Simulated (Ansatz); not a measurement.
# WS$_{2}$ (P6_3/mmc), an elastic constant from a strain scan

Level of theory: DFT PBEsol+D3(BJ), scalar-relativistic, plane waves, PAW (Ansatz). Cutoff 420 eV, Γ-centred 12×12×4 k-points, Gaussian smearing of 0.05 eV. Spin–orbit coupling is left out, which can shift energies with elements as heavy as these. No spin polarisation. Energies are free energies at this smearing, counted from the undisturbed cell; pressure is positive in compression.

The starting cell (relaxed at this level):

```
CELL_PARAMETERS angstrom
3.11473 0.00000 0.00000
-1.55736 2.69743 0.00000
0.00000 0.00000 11.77225
ATOMIC_POSITIONS crystal
W 0.33333 0.66667 0.25000
W 0.66667 0.33333 0.75000
S 0.33333 0.66667 0.61645
S 0.66667 0.33333 0.11645
S 0.33333 0.66667 0.88355
S 0.66667 0.33333 0.38355
```

The cell is strained by ε times the Voigt pattern (0, 0, 0, 1, 0, 0) (xx, yy, zz, yz, xz, xy; engineering shear) with fractional coordinates fixed. The cell holds 6 atoms in V0 = 98.91 Å³. The stress column is τ = (1/V0) dE/dε, got from the stress tensor σ (compression positive) at each point as −det(1 + εP) σ : P(1 + εP)⁻¹, with P the pattern as a tensor.

| ε | ΔE (meV/atom) | τ (GPa) |
| --- | --- | --- |
| -0.0525 | 25.788 | -9.564 |
| -0.0450 | 18.938 | -8.191 |
| -0.0375 | 13.146 | -6.820 |
| -0.0300 | 8.411 | -5.453 |
| -0.0225 | 4.730 | -4.088 |
| -0.0150 | 2.102 | -2.724 |
| -0.0075 | 0.525 | -1.362 |
| 0.0000 | 0.000 | 0.000 |
| 0.0075 | 0.525 | 1.362 |
| 0.0150 | 2.102 | 2.724 |
| 0.0225 | 4.730 | 4.088 |
| 0.0300 | 8.411 | 5.453 |
| 0.0375 | 13.146 | 6.820 |
| 0.0450 | 18.938 | 8.191 |
| 0.0525 | 25.788 | 9.564 |
| 0.0600 | ? | ? |

Task: Which combination of elastic constants does this scan measure, and how large is it?

Result: For small ε, τ = τ0 + Kε with K = pᵀCp, which for this pattern is C44 in the Cartesian frame shown. The parabola through τ at ε = -0.0075, 0 and 0.0075 has slope K = 182 GPa at zero. The energies per cell, E = NΔE, of the same two points give K = 2[E(ε₊)/ε₊ − E(ε₋)/ε₋]/[(ε₊ − ε₋)V0] = 182 GPa, in agreement. These are clamped-ion values.

Task: Predict the withheld row at ε = 0.0600 from the harmonic law, and compare.

Result: ΔE = V0(τ0 ε + Kε²/2)/N = 33.629 meV/atom and τ = 10.89 GPa. The calculation gives 33.700 meV/atom and 10.94 GPa, a miss of 0.2 % of the harmonic energy, so the harmonic law still holds here.

Forces appear on the atoms along this scan, and letting them relax would lower the energy and soften the response.

Cost: 9 runs of about 3.4 core-minutes in all, on Intel Xeon Platinum 8259CL (Skylake/Cascade Lake) (shared hosts).